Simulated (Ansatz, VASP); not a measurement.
## KTaO3: VASP beside Ansatz

```
Ta K O
1.0
     3.98830    0.00000    0.00000
     0.00000    3.98830    0.00000
     0.00000    0.00000    3.98830
Ta K O
1 1 3
Direct
  0.00000 0.00000 0.00000
  0.50000 0.50000 0.50000
  0.00000 0.00000 0.50000
  0.00000 0.50000 0.00000
  0.50000 0.00000 0.00000
```

Alike in both runs: functional PBEsol; k mesh 6 × 6 × 6; occupations fermi-dirac, width 0.05 eV; no spin polarisation.

```csv
,VASP,Ansatz
version,VASP 6.6.1,Ansatz 0.2.0
potentials or method,"VASP PAW PBE potentials, release 64 (Ta_pv, K_sv, O)",Ansatz PAW
plane-wave cutoff (eV),520,420
valence electrons in the cell,38,40
task,single point,band structure
```

```csv
,VASP,Ansatz,Ansatz less VASP
gap on the k mesh at the Fermi level (eV),2.08,2.13,+0.046
least direct gap on the mesh (eV),2.71,2.74,+0.036
pressure (GPa),0.3,-0.5,-0.74
```

The functional is the same, so the differences come from potentials, cutoffs and numerics. The two sets of potentials don't hold the same shells in valence.

Caveats: spin-orbit coupling is left out, which moves the levels of the heavy elements; the PAW data sets were made with another functional, which shifts forces and pressure a little (VASP); the pressure holds a Pulay correction of +0.6 GPa for the finite cutoff (Ansatz); the PAW data sets come from PBE, with cores solved anew for the run's functional, which leaves a small shift of forces and pressure (Ansatz). A k mesh can miss the band edges. A hybrid or GW would open this gap; PBEsol tends to underestimate it.
